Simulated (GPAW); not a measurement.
Runs of GPAW 26.7.0 on SnSe2. Symmetry: P-3m1, No. 164, trigonal system. Conventional cell: a = 3.811 Å, b = 3.811 Å, c = 6.136 Å, α = 90.00°, β = 90.00°, γ = 120.00°. Around Sn (site symmetry -3m) lie 6 Se at 2.68 Å. Se (site symmetry 3m) is surrounded by 3 Sn at 2.68 Å. 

```tsv
task	level	potentials or basis	cell	k mesh	cutoff (eV)	smearing	response ecut	frequency	extrapolate	qp bands	integrate gamma	mesh quality	gap on the mesh (eV)	pressure (GPa)	largest force (eV/Å)
band structure	PBEsol	PAW data sets generated in the run's folder for this functional, pw	as given	7 × 7 × 4	600	fermi-dirac 0.05 eV	-	-	-	-	-	not flagged	(b)	2.3	0.57
single point	BHandHLYP	GPAW PAW data sets (gpaw-data 1.2.1), pw	as given	4 × 4 × 2	450	fermi-dirac 0.05 eV	-	-	-	-	-	coarse	(a)	-	-
relaxation of cell and atoms	r2SCAN+D4	GPAW PAW data sets (gpaw-data 1.2.1), pw	relaxed	6 × 6 × 3	600	fermi-dirac 0.05 eV	-	-	-	-	-	not flagged	1.03	0.0	0.01
single point	LDA	the program's PAW data sets (release 1.2.1) made for this functional, pw	as given	7 × 7 × 4	450	fermi-dirac 0.05 eV	-	-	-	-	-	not flagged	0.68	-0.2	0.45
single point	TB-mBJ	GPAW PAW data sets for LDA (gpaw-data 1.2.1), pw	as given	8 × 8 × 4	600	fermi-dirac 0.05 eV	-	-	-	-	-	not flagged	(c)	-	-
```

Alike in all rows: no spin polarisation.

Estimate the missing entries.

(a) 3.81; (b) 0.74; (c) 1.37.

Caveats: some runs use coarse meshes; spin-orbit coupling is left out, which moves the levels of the heavy elements; the PAW data sets were made with another functional, which shifts forces and pressure a little (some runs); an odd mesh through Γ misses points on the zone boundary, where band edges often lie (some runs); this functional lacks dispersion, which binds the layers, so the pressure and a relaxed spacing across them are unreliable (some runs); exact exchange converges slowly with the k mesh, and this mesh is small (some runs); later steps reuse the first step's grids (some runs); the cutoff is short for stress and forces, so pressures can be off by a GPa or more (some runs).

A k mesh can miss the band edges, and the runs leave out spin-orbit coupling on Se, Sn.

Runs at the PBE level aren't shown here.
